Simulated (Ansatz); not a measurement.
Crystal: Ge.

```xyz
4
Lattice="3.9976 0.0000 0.0000 -1.9988 3.4620 0.0000 0.0000 0.0000 6.5994" Properties=species:S:1:pos:R:3 pbc="T T T"
Ge    0.0000    2.3080    6.1843
Ge    1.9988    1.1540    2.8846
Ge    0.0000    2.3080    3.7148
Ge    1.9988    1.1540    0.4151
```

This isn't the form of Ge at room conditions, which is diamond.

Base run:

- Program: Ansatz 0.2.0
- Functional: LDA
- Potentials or basis: Ansatz PAW
- Cutoff: 420 eV
- Density cutoff: 1680 eV
- k mesh: 8 × 8 × 4
- Occupations: fermi-dirac, width 0.05 eV
- Spin: no spin polarisation

Its results: pressure -1.9 GPa; largest force 0.003 eV/Å.

**Question.** The run is repeated on the same cell with these changes: functional from LDA to r2SCAN; cutoff from 420 eV to 500 eV; density cutoff from 1680 eV to 2000 eV. What comes out?

**Answer.** Pressure -0.1 GPa; largest force 0.004 eV/Å.

Caveats: the PAW data sets come from PBE, with cores solved anew for the run's functional, which leaves a small shift of forces and pressure.

Not every run made on this cell is shown here.
